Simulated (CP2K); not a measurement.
# How the settings of CP2K move a run on PtSe₂

Simulated with CP2K 2026.2. This is a test of settings. The cell was built from a prototype and was relaxed with r2SCAN+rVV10 in plane waves (Ansatz 0.2.0). Not every such cell is a known phase. All runs are without spin polarisation.

The symmetry is R-3m (No. 166, trigonal); conventional cell a = 3.691 Å, c = 17.282 Å, 22.66 Å³ an atom. Pt is surrounded by 6 Se at 2.51 Å; Se is surrounded by 3 Pt at 2.51 Å.

The base run uses PBE in the SZV-MOLOPT-SR basis.

```
&GLOBAL
 PROJECT run
 RUN_TYPE ENERGY_FORCE
 PRINT_LEVEL LOW
&END GLOBAL
&FORCE_EVAL
 METHOD QS
 STRESS_TENSOR ANALYTICAL
 &DFT
  BASIS_SET_FILE_NAME BASIS_MOLOPT
  POTENTIAL_FILE_NAME GTH_POTENTIALS
  &QS
   EXTRAPOLATION USE_GUESS
  &END QS
  &MGRID
   CUTOFF 350
   REL_CUTOFF 50
  &END MGRID
  &XC
   &XC_FUNCTIONAL PBE
   &END XC_FUNCTIONAL
  &END XC
  &KPOINTS
   SCHEME MONKHORST-PACK 5 5 5
   SYMMETRY F
   FULL_GRID F
  &END KPOINTS
  &SCF
   ADDED_MOS 9
   EPS_SCF 1e-6
   MAX_SCF 80
   &DIAGONALIZATION
   &END DIAGONALIZATION
   &MIXING
    METHOD BROYDEN_MIXING
    ALPHA 0.3
   &END MIXING
   &SMEAR
    METHOD FERMI_DIRAC
    ELECTRONIC_TEMPERATURE [K] 232
   &END SMEAR
   &PRINT
    &ITERATION_INFO
    &END ITERATION_INFO
   &END PRINT
  &END SCF
  &PRINT
   &BAND_STRUCTURE
    FILE_NAME bands.bs
    ADDED_MOS 6
    &KPOINT_SET
     UNITS B_VECTOR
     SPECIAL_POINT 0.00000000 0.00000000 0.00000000
     NPOINTS 0
    &END KPOINT_SET
    &KPOINT_SET
     UNITS B_VECTOR
     SPECIAL_POINT 0.50000000 0.50000000 0.50000000
     NPOINTS 0
    &END KPOINT_SET
    &KPOINT_SET
     UNITS B_VECTOR
     SPECIAL_POINT 0.81052161 0.18947839 0.50000000
     NPOINTS 0
    &END KPOINT_SET
    &KPOINT_SET
     UNITS B_VECTOR
     SPECIAL_POINT 0.50000000 -0.18947839 0.18947839
     NPOINTS 0
    &END KPOINT_SET
    &KPOINT_SET
     UNITS B_VECTOR
     SPECIAL_POINT 0.50000000 0.00000000 0.00000000
     NPOINTS 0
    &END KPOINT_SET
    &KPOINT_SET
     UNITS B_VECTOR
     SPECIAL_POINT 0.34473920 -0.34473920 0.00000000
     NPOINTS 0
    &END KPOINT_SET
    &KPOINT_SET
     UNITS B_VECTOR
     SPECIAL_POINT 0.65526080 0.00000000 0.34473920
     NPOINTS 0
    &END KPOINT_SET
    &KPOINT_SET
     UNITS B_VECTOR
     SPECIAL_POINT 0.50000000 0.00000000 0.50000000
     NPOINTS 0
    &END KPOINT_SET
    &KPOINT_SET
     UNITS B_VECTOR
     SPECIAL_POINT -0.04687500 0.00520800 0.04166700
     NPOINTS 0
    &END KPOINT_SET
    &KPOINT_SET
     UNITS B_VECTOR
     SPECIAL_POINT 0.22916700 0.22916700 0.48697900
     NPOINTS 0
    &END KPOINT_SET
    &KPOINT_SET
     UNITS B_VECTOR
     SPECIAL_POINT 0.25000000 0.25000000 -0.50000000
     NPOINTS 0
    &END KPOINT_SET
   &END BAND_STRUCTURE
  &END PRINT
 &END DFT
 &SUBSYS
  &CELL
   A 6.14230897 0.00000000 0.00000000
   B 5.03307961 3.52080519 0.00000000
   C 5.03307961 1.58567129 3.14351964
  &END CELL
  &COORD
   SCALED
   Pt -0.00000000 -0.00000000 -0.00000000
   Se 0.25678122 0.25678122 0.25678122
   Se 0.74321878 0.74321878 0.74321878
  &END COORD
  &KIND Pt
   BASIS_SET SZV-MOLOPT-SR-GTH
   POTENTIAL GTH-PBE
  &END KIND
  &KIND Se
   BASIS_SET SZV-MOLOPT-SR-GTH
   POTENTIAL GTH-PBE
  &END KIND
 &END SUBSYS
 &PRINT
  &STRESS_TENSOR
  &END STRESS_TENSOR
  &FORCES
  &END FORCES
 &END PRINT
&END FORCE_EVAL
```

Command: `cp2k.psmp -i run.inp`. It took 5.3 s on 2 threads of Arm Neoverse V2, with other jobs on the host, peak memory 0.34 GiB.

It converged with a gap of 0.40 eV and a pressure of 17.40 GPa (positive in compression). Pressures on CP2K's grid carry noise of some tenths of a GPa.

Each further run moved one setting: XC_FUNCTIONAL (functional, with the PBE potentials kept); CUTOFF (density grid cutoff in Ry); ELECTRONIC_TEMPERATURE (smearing temperature in K); ALPHA (mixing weight). Changes are from the base run, which isn't itself converged in every setting; energies of another Hamiltonian, functional, basis or charge aren't compared, and those at a high electronic temperature are mostly its entropy term. CP2K's gap is over the listed points.

```csv
setting,how it ended,gap change (eV),energy change (meV/atom),pressure change (GPa),time (s)
XC_FUNCTIONAL = OLYP,converged,0.06,–,-0.04,5
XC_FUNCTIONAL = BP,converged,-0.01,–,0.70,5.2
CUTOFF = 120,converged,0.00,-3.8,0.19,4.3
ELECTRONIC_TEMPERATURE = 1000,converged,0.00,0.0,0.00,5.4
ALPHA = 0.6,converged,0.00,0.0,0.00,5.5
CUTOFF = 30 (poor on purpose),converged,-0.02,-926.7,12.79,4
```

ELECTRONIC_TEMPERATURE = 1000 changes nothing that matters here. ALPHA = 0.6 changes nothing that matters here.

Spin-orbit coupling is left out, which matters wherever the heavy atoms make up the band edges.
